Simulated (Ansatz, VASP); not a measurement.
Two plane-wave programs on PtSe2

The input INCAR:

```
PREC = Accurate ; ENCUT = 520
EDIFF = 1E-6 ; ISMEAR = 0
SIGMA = 0.15 ; LREAL = F
LASPH = T ; NELM = 80
ALGO = Normal ; ISIF = 2
LWAVE = F ; LCHARG = F
GGA = PE ; IVDW = 12
NBANDS = 18
```

KPOINTS

```
regular mesh
0
Gamma
  12 12 8
```

File POSCAR:

```
PtSe2
1.0
    3.8778354291      0.0000000000      0.0000000000
   -1.9389177145      3.3583039933      0.0000000000
    0.0000000000      0.0000000000      4.5611100317
Pt Se
1 2
Direct
    0.0000000000      0.0000000000      0.0000000000
    0.3333333333      0.6666666667      0.2026831210
    0.6666666667      0.3333333333      0.7973168790
```

Input for Ansatz:

```yaml
crystal:
  lattice:
    - [3.8778354291, 0.0, 0.0]
    - [-1.9389177145, 3.3583039933, 0.0]
    - [0.0, 0.0, 4.5611100317]
  atoms:
    - { symbol: Pt, position: [0.0, 0.0, 0.0] }
    - { symbol: Se, position: [0.3333333333, 0.6666666667, 0.202683121] }
    - { symbol: Se, position: [0.6666666667, 0.3333333333, 0.797316879] }
basis:
  ecutwfc: 420
kpoints:
  mp_grid: { grid: [12, 12, 8] }
hamiltonian:
  xc: pbe
  pseudopotentials: { kind: paw, azcp: { folder: soft_1 } }
  dispersion: d3bj
scf:
  occupations: { method: gaussian, width: 0.15 }
output:
  forces: true
  stress: true
  eigenvalues: true
```

Alike in both runs: task single point; functional PBE; dispersion D3(BJ); k mesh 12 × 12 × 8; occupations gaussian, width 0.15 eV; no spin polarisation.

```csv
,VASP,Ansatz
version,VASP 6.6.1,Ansatz 0.2.0
potentials or method,"VASP PAW PBE potentials, release 64 (Pt, Se)","scalar-relativistic, plane waves, PAW"
plane-wave cutoff (eV),520,420
valence electrons in the cell,22,50
```

```tsv
	VASP	Ansatz	Ansatz less VASP
gap on the k mesh at the Fermi level (eV)	0.04	0.04	-0.006
least direct gap on the mesh (eV)	0.19	0.19	+0.001
pressure (GPa)	17.0	16.9	-0.09
largest component of the traceless stress (GPa)	2.70	2.67	-0.026
rms of the force components (eV/Å)	1.612	1.605	-0.0070
```

Atom by atom the forces differ by 0.007 eV/Å (rms over components). The two sets of potentials don't hold the same shells in valence.

Caveats: so large a pressure means that the cell lies far from this level's equilibrium, or that cutoff or potentials fall short (VASP); spin-orbit coupling is left out, which moves the levels of the heavy elements; forces of over 1 eV/Å show positions far from the minimum, so gaps and moduli don't describe the material at rest.
